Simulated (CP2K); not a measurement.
# BaZrO3 under changes of volume

One of the cells (14.726 Å³/atom); the others are scaled copies at fixed shape and fractional positions:

```
CELL_PARAMETERS angstrom
4.19134 0.00000 0.00000
0.00000 4.19134 0.00000
0.00000 0.00000 4.19134
ATOMIC_POSITIONS crystal
Ba 0.00000 0.00000 0.00000
Zr 0.50000 0.50000 0.50000
O 0.50000 0.50000 0.00000
O 0.50000 0.00000 0.50000
O 0.00000 0.50000 0.50000
```

| Quantity | Value |
| --- | --- |
| Program | CP2K 2026.2 |
| Functional | PBEsol |
| Potentials or basis | POTENTIAL_UZH Ba GTH-PBE-q10, Zr GTH-PBE-q12, O GTH-PBE-q6; TZVP-MOLOPT-PBE-GTH basis |
| Density cutoff | 8163 eV |
| k mesh | 6 × 6 × 6 |
| Occupations | fermi-dirac, width 0.05 eV |
| Spin | no spin polarisation |

```tsv
volume (Å³/atom)	energy over the lowest point (meV/atom)	pressure (GPa)	gap on the mesh (eV)
13.843	37.93	13.1	4.88
14.137	17.94	8.7	4.79
14.432	5.55	4.8	4.70
14.726	0.00	1.3	4.61
15.021	0.58	-1.9	4.53
15.315	6.66	-4.7	4.44
15.610	?	?	?
```

Q: What does the run at 15.610 Å³/atom give?

A: Energy over the lowest point 17.69 meV/atom; pressure -7.2 GPa; gap on the mesh 4.36 eV.

Worked out: A Birch-Murnaghan fit of order 3 (a polynomial in V^(-2/3)) to the other rows has its minimum at 14.84 Å³/atom with B0 = V·E''(V) = 161 GPa and B' = 4.5. It gives 17.70 meV/atom at 15.610 Å³/atom, against the run's 17.69, and -dE/dV = -7.2 GPa, against -7.2. A straight line through the other rows of the gap, of slope -4.34 eV per unit of ln V, extrapolates to 4.36 eV, against the run's 4.36.

Energies are extrapolated to zero smearing.

Caveats: the potentials were made for another functional, which shifts forces and pressure; spin-orbit coupling is left out, which moves the levels of the heavy elements; the basis of atomic orbitals isn't converged, which shifts pressures, moduli and gaps.

A mesh can miss the band edges.
